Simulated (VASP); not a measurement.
**A VASP 6.6.1 single-point calculation on LiF**

INCAR

```
IBRION = -1
LDAU = .TRUE.
SIGMA = 0.01
LDAUTYPE = 2
LCHARG = .FALSE.
ALGO = Normal
LREAL = .FALSE.
NSW = 0
PREC = Accurate
EDIFF = 1E-7
ENCUT = 520
NBANDS = 12
LASPH = .TRUE.
LDAUL = 2 2 2
ISMEAR = 0
NELM = 81
LWAVE = .FALSE.
METAGGA = R2SCAN
ISIF = 2
LDAUU = 4 4 4
```

KPOINTS

```
KPOINTS created by Atomic Simulation Environment
0
Gamma
10 10 10
0 0 0
```

POSCAR

```
Li F
 1.0000000000000000
    -0.0368410052000000    1.9979281671000000    1.9979281671000000
     1.9979281671000000   -0.0368410052000000    1.9979281671000000
     1.9979281671000000    1.9979281671000000   -0.0368410052000000
 Li  F
   1   1
Cartesian
  0.0000000000000000  0.0000000000000000  0.0000000000000000
  1.9795076645000000  1.9795076645000000  1.9795076645000000
```

The recommended PBE PAW datasets give the neutral cell 10 valence electrons.

Command

```
mpirun -np 1 vasp_std
```

OSZICAR

```
N       E                     dE             d eps       ncg     rms          rms(c)
DAV:   1     0.282548637456E+02    0.28255E+02   -0.55182E+03  2904   0.863E+02
DAV:   2    -0.138319403166E+02   -0.42087E+02   -0.41224E+02  3348   0.196E+02
DAV:   3    -0.149581404934E+02   -0.11262E+01   -0.11230E+01  3844   0.278E+01
DAV:   4    -0.149691946936E+02   -0.11054E-01   -0.11053E-01  3184   0.279E+00
DAV:   5    -0.149693336230E+02   -0.13893E-03   -0.13893E-03  3908   0.224E-01    0.389E+00
DAV:   6    -0.118947176724E+02    0.30746E+01   -0.69504E-01  2880   0.608E+00    0.151E+00
DAV:   7    -0.118956925156E+02   -0.97484E-03   -0.47264E-01  3344   0.481E+00    0.120E+00
DAV:   8    -0.120290431550E+02   -0.13335E+00   -0.10339E+00  3040   0.692E+00    0.259E+00
DAV:   9    -0.118960744044E+02    0.13297E+00   -0.68668E-01  2944   0.532E+00    0.103E-01
DAV:  10    -0.118953633783E+02    0.71103E-03   -0.60163E-03  3276   0.802E-01    0.125E-01
DAV:  11    -0.118952990315E+02    0.64347E-04   -0.17369E-04  3212   0.121E-01    0.707E-02
DAV:  12    -0.118952187447E+02    0.80287E-04   -0.57258E-04  3176   0.159E-01    0.509E-03
DAV:  13    -0.118952192857E+02   -0.54095E-06   -0.54016E-06  3396   0.218E-02    0.178E-03
DAV:  14    -0.118952196875E+02   -0.40184E-06   -0.10724E-07  3632   0.305E-03    0.949E-04
DAV:  15    -0.118952194120E+02    0.27550E-06   -0.95661E-08  1696   0.219E-03    0.883E-05
DAV:  16    -0.118952193549E+02    0.57091E-07   -0.21468E-09  1536   0.454E-04
   1 F= -.11895219E+02 E0= -.11895219E+02  d E =-.657837-151
```

From OUTCAR

```
k-points           NKPTS =    116   k-points in BZ     NKDIM =    116   number of bands    NBANDS=     12

   NELECT =      10.0000    total number of electrons

   dimension x,y,z NGX =    24 NGY =   24 NGZ =   24
   dimension x,y,z NGXF=    48 NGYF=   48 NGZF=   48

  energy-cutoff  :      520.00
  volume of cell :       16.39
      direct lattice vectors                 reciprocal lattice vectors
    -0.036841005  1.997928167  1.997928167    -0.243441471  0.248014765  0.248014765
     1.997928167 -0.036841005  1.997928167     0.248014765 -0.243441471  0.248014765
     1.997928167  1.997928167 -0.036841005     0.248014765  0.248014765 -0.243441471

 k-points in reciprocal lattice and weights: KPOINTS created by Atomic Simulation Env
   0.00000000  0.00000000  0.00000000       0.001
   0.10000000  0.00000000  0.00000000       0.006
   0.20000000  0.00000000  0.00000000       0.006
   0.30000000  0.00000000 -0.00000000       0.006
   0.40000000  0.00000000  0.00000000       0.006
   0.50000000  0.00000000 -0.00000000       0.003
   0.10000000  0.10000000  0.00000000       0.006
   0.20000000  0.10000000  0.00000000       0.012
   ...

 E-fermi :  -1.3766

 k-point     1 :       0.0000    0.0000    0.0000
  band No.  band energies     occupation
      1     -43.7362      2.00000
      2     -22.7447      2.00000
      3      -1.7031      2.00000
      4      -1.7031      2.00000
      5      -1.5599      2.00000
      6       8.5737      0.00000
      7      23.4823      0.00000
      8      23.4823      0.00000
      9      24.2542      0.00000
     10      24.2542      0.00000
     11      24.4366      0.00000
     12      24.5258      0.00000

 k-point     2 :       0.1000    0.0000    0.0000
  band No.  band energies     occupation
      1     -43.7309      2.00000
      2     -22.7085      2.00000
      3      -1.9665      2.00000
      4      -1.7238      2.00000
      5      -1.5978      2.00000
      6       8.8585      0.00000
      7      20.7883      0.00000
      8      22.5546      0.00000
      9      23.0170      0.00000
     10      24.8750      0.00000
     11      25.4223      0.00000
     12      25.7051      0.00000

 k-point     3 :       0.2000    0.0000    0.0000
  band No.  band energies     occupation
      1     -43.7172      2.00000
      2     -22.6131      2.00000
      3      -2.6312      2.00000
      4      -1.7767      2.00000
      5      -1.6665      2.00000
      6       9.4901      0.00000
      7      18.3064      0.00000
      8      21.0971      0.00000
      9      21.4626      0.00000
     10      26.0551      0.00000
     11      26.4927      0.00000
     12      26.9337      0.00000

 k-point     4 :       0.3000    0.0000   -0.0000
  band No.  band energies     occupation
      1     -43.7002      2.00000
      2     -22.4901      2.00000
      3      -3.3784      2.00000
      4      -1.8400      2.00000
      5      -1.7450      2.00000
      6      10.0210      0.00000
      7      16.8629      0.00000
      8      19.8263      0.00000
      9      20.1691      0.00000
     10      27.7088      0.00000
     11      27.9057      0.00000
     12      28.5888      0.00000

 ...

  Total       -0.3224840     -0.3224840     -0.3224840      0.1211383      0.1211383      0.1211383
  in kB      -31.5210906    -31.5210906    -31.5210906     11.8406210     11.8406210     11.8406210
  external PRESSURE =     -31.5210906 kB  Pullay stress =       0.0000000 kB

 POSITION                                       TOTAL-FORCE (eV/Angst)
 -----------------------------------------------------------------------------------
      0.00000      0.00000      0.00000         0.000000      0.000000     -0.000000
      1.97951      1.97951      1.97951        -0.000000     -0.000000      0.000000
 -----------------------------------------------------------------------------------
    total drift:                               -0.000000     -0.000000      0.000000

  FREE ENERGIE OF THE ION-ELECTRON SYSTEM (eV)
  ---------------------------------------------------
  free  energy   TOTEN  =       -11.8952193549 eV

  energy  without entropy=      -11.8952193549  energy(sigma->0) =      -11.89521935
```

It converged. Results: gap between bands v and c on the k mesh 10.13 eV; least direct gap on the k mesh 10.13 eV; pressure -3.2 GPa. Band v is the last that the valence electrons fill when counted band by band, and c is the next.

One setting is odd (wrong count of Hubbard values), but here it hardly changes the result.

On sound settings r²SCAN gives a gap of 10.13 eV on its mesh and a pressure of -3.2 GPa for the intended cell. This run's energy (σ→0) differs from it by 0 meV an atom.

The run took about 67 s on one core of a shared host (Intel Xeon Platinum 8488C) and held 0.15 GiB at most.
